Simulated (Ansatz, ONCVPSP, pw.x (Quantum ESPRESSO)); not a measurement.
magnesium (Mg): does the ONCV potential hold in the solid?

* Element: Mg
* Generator: ONCVPSP 4.0.1.1 (patched build)
* Type: optimised norm-conserving Vanderbilt (ONCV)
* Functional: PBE
* Relativity: scalar-relativistic
* Frozen core: [Ne]
* Valence charge: 2
* Reference configuration: 3s2
* Partial waves: 3s: rc 2.40 bohr, ncon 3, nbas 8, qcut 3.3 1/bohr, 2 projectors, debl 1.3 Ha; p scattering state at 0.04 Ha: rc 2.50 bohr, ncon 5, nbas 8, qcut 3.5 1/bohr, 2 projectors, debl 2.9 Ha; d scattering state at 0.26 Ha: rc 2.20 bohr, ncon 4, nbas 9, qcut 4.4 1/bohr, 2 projectors, debl 1 Ha
* Local potential: polynomial inside 1.70 bohr (lpopt 5, dvloc0 3 Ha)
* Core correction: polynomial model core, fcfact 0.75

In the p channel the program set the typed energies aside and used 0.050, 2.950 Ha.

Atomic tests: cutoffs needed: 3.4 Ha and 4.7 Ha (the cutoffs (Ha) at which the residual kinetic energy of the hardest occupied pseudo-wave falls to 1 and 0.1 mHa per electron) The cutoffs count occupied waves only; projector 2 of the d channel, the hardest unoccupied one, needs 10 Ha at the loose tolerance.; ghost test: no bound ghost flagged; GHOST(+) flagged for p at 487.8 eV; largest excitation error: -5.7 meV (all-electron minus pseudo) for 3s0 3p1, out of 4 test configurations.

Crystal test: fcc Mg in pw.x 7.5, no spin, 13³ k-points, Fermi–Dirac smearing 0.01 Ry, cutoffs 50/200 Ry. The reference is all-electron LAPW (Ansatz 0.2.0) with the same functional, mesh and smearing; V0 and B0 come from Birch–Murnaghan fits to the pressures at five volumes. Errors are pseudo minus all-electron; Δ is the rms difference of the E(V) curves that follow from these fits, minima aligned, over ±6 % about the mean V0. Mesh and smearing are coarse, so the numbers serve the comparison and aren't converged zero-temperature values; the lattice is a test structure that the element need not adopt.

| V (Å³/atom) | P all-electron (GPa) | P pseudo (GPa) |
| --- | --- | --- |
| 22.038 | 1.91 | 1.79 |
| 22.618 | 0.86 | 0.76 |
| 23.198 | -0.07 | -0.16 |
| 23.778 | -0.88 | -0.96 |
| 24.358 | -1.60 | -1.67 |

All-electron: a0 = 4.524 Å (V0 = 23.15 Å³/atom), B0 = 35.0 GPa.

Pseudopotential: mean pressure error (GPa): -0.09; a0 (Å): 4.520; a0 error (%): -0.09; B0 error (%): -0.3; Δ (meV/atom): 0.5.

Question: At the middle volume, how do free energy and pressure move when the wave cutoff is lowered (ecutrho kept at four times it)?

Answer:

| cutoff (Ry) | shift of F (meV/atom) | shift of P (GPa) |
| --- | --- | --- |
| 22 | +3.5 | +0.03 |
| 30 | +1.2 | +0.02 |
| 40 | +1.0 | +0.02 |

The run at the middle volume (84 k-points, 7 iterations) took about 5.2 s on one core of a shared host (AMD EPYC 9R45 96-Core Processor, 96 threads, 376 GiB, load 45).
